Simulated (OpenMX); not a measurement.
The system is Fe.

```xyz
1
Lattice="-1.4430 1.4430 1.4430 1.4430 -1.4430 1.4430 1.4430 1.4430 -1.4430" Properties=species:S:1:pos:R:3 pbc="T T T"
Fe    0.0000    0.0000    0.0000
```

| Item | Value |
| --- | --- |
| Program | OpenMX 3.8.5 |
| Task | single point |
| Functional | PBE |
| Potentials or basis | OpenMX 2013 PBE set, Fe6.0H-s3p2d2, grid cutoff 500 Ry |
| k mesh | 13 × 13 × 13 |
| Occupations | fermi-dirac, width 0.05 eV |
| Spin | collinear spin, ferromagnetic start |
| Starting moments | [3.0] μB |

On this cell: pressure -7.1 GPa; net moment 2.34 μB per cell; site moments Fe +2.34 μB; band gap on the k mesh none (metal or under the smearing width).

The same run follows on a disturbed copy (cell strained at random at fixed volume):

```
CELL_PARAMETERS angstrom
-1.48153 1.43424 1.45901
1.46753 -1.43096 1.44173
1.45354 1.40297 -1.45574
ATOMIC_POSITIONS crystal
Fe 0.98721 0.99305 0.98531
```

Problem. What does the disturbed cell give?

Solution. The energy (extrapolated to zero smearing) moves by +3.2 meV/atom; pressure -6.9 GPa; net moment 2.35 μB per cell; site moments Fe +2.35 μB; band gap on the k mesh none (metal or under the smearing width).

Caveats: the basis of atomic orbitals isn't converged, which shifts pressures, moduli and gaps.
